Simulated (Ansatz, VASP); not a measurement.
CdS: VASP beside Ansatz

Contents of INCAR:

```
ALGO = Normal
EDIFF = 1E-7
ENCUT = 520
GGA = PE
ISIF = 2
ISMEAR = 0
LASPH = True
LCHARG = True
LELF = True
LREAL = False
LVHAR = True
LWAVE = False
NBANDS = 16
NELM = 60
PREC = Accurate
SIGMA = 0.05
```

The input KPOINTS:

```
k-points
0
Gamma
  10 10 10
```

Contents of POSCAR:

```
CdS
1.0
    0.0000000000      2.8630563072      3.0062091226
    2.8630563072      0.0000000000      3.0062091226
    2.8630563072      2.8630563072      0.0000000000
Cd S
1 1
Direct
    0.0000000000      0.0000000000      0.0000000000
    0.7500000000      0.7500000000      0.7500000000
```

Input for Ansatz:

```yaml
crystal:
  lattice:
    - [0.0, 2.8630563072, 3.0062091226]
    - [2.8630563072, 0.0, 3.0062091226]
    - [2.8630563072, 2.8630563072, 0.0]
  atoms:
    - { symbol: Cd, position: [0.0, 0.0, 0.0] }
    - { symbol: S, position: [0.75, 0.75, 0.75] }
basis:
  ecutwfc: 420
kpoints:
  mp_grid: { grid: [10, 10, 10] }
hamiltonian:
  xc: pbe
scf:
  occupations: { method: gaussian, width: 0.05 }
output:
  forces: true
  stress: true
  eigenvalues: true
```

Alike in both runs: task single point; functional PBE; k mesh 10 × 10 × 10; occupations gaussian, width 0.05 eV; no spin polarisation.

|  | VASP | Ansatz |
| --- | --- | --- |
| version | VASP 6.6.1 | Ansatz 0.2.0 |
| potentials or method | VASP PAW PBE potentials, release 64 (Cd, S) | scalar-relativistic, plane waves, PAW |
| plane-wave cutoff (eV) | 520 | 420 |
| valence electrons in the cell | 18 | 26 |

|  | VASP | Ansatz | Ansatz less VASP |
| --- | --- | --- | --- |
| gap on the k mesh at the Fermi level (eV) | 1.11 | 1.10 | -0.005 |
| least direct gap on the mesh (eV) | 1.11 | 1.10 | -0.005 |
| pressure (GPa) | 3.6 | 3.2 | -0.37 |
| largest component of the traceless stress (GPa) | 0.58 | 0.60 | +0.016 |

The functional is the same, so the differences come from potentials, cutoffs and numerics. The two sets of potentials don't hold the same shells in valence.
